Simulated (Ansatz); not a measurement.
# What a change of settings does to a run on Bi

The geometry is COD entry 5000215, unchecked; take it as a test cell. It differs from other determinations. The listed cell was then made from it by scaling, straining or moving an atom.

First run: DFT, PBE, PAW with Ansatz's default frozen-core files, scalar-relativistic (Ansatz 0.2.0).

Command: `ansatz run input.yaml --threads 1 --pin off --max-ram 2048MiB --backend cpu --events-out ev --progress --plain --runs-dir out` The run took 71 s on 1 thread of Arm Neoverse V1, on a shared host.

```yaml
crystal:
  lattice:
    - [2.2675, 1.3091417354, 3.938]
    - [-2.2675, 1.3091417354, 3.938]
    - [0.0, -2.6182834708, 3.938]
  atoms:
    - { symbol: Bi, position: [0.22653121, 0.22748694, 0.24033585] }
    - { symbol: Bi, position: [0.7688458, 0.79017939, 0.77398238] }
kpoints:
  mp_grid: { grid: [6, 6, 6] }
scf:
  occupations: { method: fermi_dirac, width: 0.05 }
hamiltonian:
  xc: pbe
  pseudopotentials: { kind: paw }
output:
  forces: true
  stress: true
  efg: { contact_densities: true }
  write_density: true
  write_potential: true
  elf: true
  volumetric_format: npy
relax:
  f_tol: 0.01
  max_steps: 80
  cell: {}
```

Result: converged; relaxed volume 37.052 Å³/atom; 45 SCF iterations in all.

Spin–orbit coupling is left out, though it moves levels of the heavy atoms by tenths of an eV or more.

The input is then changed:

```diff
@@ -8,5 +8,5 @@
     - { symbol: Bi, position: [0.7688458, 0.79017939, 0.77398238] }
 kpoints:
-  mp_grid: { grid: [6, 6, 6] }
+  mp_grid: { grid: [9, 9, 9] }
 scf:
   occupations: { method: fermi_dirac, width: 0.05 }
@@ -18,8 +18,4 @@
   stress: true
   efg: { contact_densities: true }
-  write_density: true
-  write_potential: true
-  elf: true
-  volumetric_format: npy
 relax:
   f_tol: 0.01
```

Problem. Predict the outcome of the changed run.

Solution. It converged; energy at zero smearing +8.4 meV/atom from the first run; relaxed volume 36.864 Å³/atom; 50 SCF iterations in all.
